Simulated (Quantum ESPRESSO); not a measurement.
SnTe under changes of volume

One of the cells (29.767 Å³/atom); the others are scaled copies at fixed shape and fractional positions:

```
CELL_PARAMETERS angstrom
3.90470 0.00000 0.00000
0.00000 3.90470 0.00000
0.00000 0.00000 3.90470
ATOMIC_POSITIONS crystal
Te 0.50000 0.50000 0.50000
Sn 0.00000 0.00000 0.00000
```

Measurements of this composition are mostly on another form, of space group No. 225.

- Program: Quantum ESPRESSO 7.5
- Functional: PBE
- Potentials or basis: SSSP 1.3 efficiency PBE
- Cutoff: 816 eV
- Density cutoff: 6531 eV
- k mesh: 7 × 7 × 7
- Occupations: fermi-dirac, width 0.05 eV
- Spin: no spin polarisation

| volume (Å³/atom) | energy over the lowest point (meV/atom) | pressure (GPa) |
| --- | --- | --- |
| 27.981 | ? | ? |
| 28.576 | 0.00 | 0.3 |
| 29.172 | 0.83 | -0.5 |
| 29.767 | 4.35 | -1.2 |
| 30.362 | 10.23 | -1.8 |
| 30.958 | 18.08 | -2.3 |
| 31.553 | 27.48 | -2.7 |

Problem. What does the run at 27.981 Å³/atom give?

Solution. Energy over the lowest point 2.37 meV/atom; pressure 1.3 GPa.

Worked out: A Birch-Murnaghan fit of order 3 (a polynomial in V^(-2/3)) to the other rows has its minimum at 28.71 Å³/atom with B0 = V·E''(V) = 41 GPa and B' = 7.1. It gives 2.46 meV/atom at 27.981 Å³/atom, against the run's 2.37, and -dE/dV = 1.1 GPa, against 1.3.

Energies are extrapolated to zero smearing.
